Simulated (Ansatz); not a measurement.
Zincblende GaN, relaxed with r2SCAN in Ansatz: the symmetry is F-43m (No. 216, cubic); a = 4.498 Å in the conventional setting, 11.37 Å³ an atom. Around Ga lie 4 N at 1.95 Å; around N lie 4 Ga at 1.95 Å. It was then strained (isotropic on every length). Unstrained, HSE06 gives 3.005 eV (Γ, 6×6×6 mesh), and the band edges keep their places in every row. Stress is positive in compression. The values are computed, spin-unpolarised, and not measurements.

```csv
strain (%),ln(V/V₀),"ΔE_g, HSE06 (eV)","Δpressure, r2SCAN (GPa)",Δ(G0W0@PBE gap on 6×6×6)
-3.0,-0.0914,+0.671,+21.85,+0.763
-2.0,-0.0606,+0.446,+13.57,+0.511
-1.0,-0.0302,+0.221,+6.32,+0.256
+2.0,+0.0594,-0.440,-10.26,-0.524
+3.0,+0.0887,-0.654,-14.37,-0.792
+4.0,+0.1177,-0.868,-17.88,-1.062
```

Q: Fit ΔE_g = a x + b x² to these rows by least squares, with x = ln(V/V₀).

A: The normal equations take Σx² = 3.819e-02, Σx³ = 1.524e-03, Σx⁴ = 3.504e-04, ΣxΔE = -2.813e-01 and Σx²ΔE = -1.128e-02, and give a = -7.36 eV, b = -0.2 eV; the largest residual is 0.002 eV. a is the volume deformation potential of this gap.

Q: Fit the change of pressure in the same way.

A: Δpressure = -199.9 x + (416) x² GPa. So B₀ = 199.9 GPa and B′ ≈ 2 × 416/199.9 = 4.2; two terms over so wide a range bias B₀ by a few per cent and B′ by more; the gap's pressure coefficient at zero is −a/B₀ = +37 meV/GPa, with HSE06's a and r2SCAN's B₀.

Q: Predict the withheld row at +1.0 % (x = +0.0299).

A: ΔE_g ≈ -7.36 × (+0.0299) + (-0.2) × (+0.0299)² = -0.220 eV, and Δpressure ≈ -5.61 GPa. The runs give -0.221 eV and -5.50 GPa, off by -0.001 eV and +0.11 GPa.

Q: Fit the last column too (unstrained value 2.865 eV), and predict it for the withheld row.

A: Δ = -8.64 x + (-3.3) x² eV, which gives -0.261 eV at x = +0.0299; the run gives -0.261 eV. Its slope is 1.17 of HSE06's. G0W0 here is at a finite number of bands, screening cutoff and k mesh, not at the basis limit.

The meshes of the hybrids are coarse, so their gaps aren't converged to the digits shown.

With a shallow d shell on the cation, G0W0 converges slowly in bands and cutoff, so these values are in doubt.
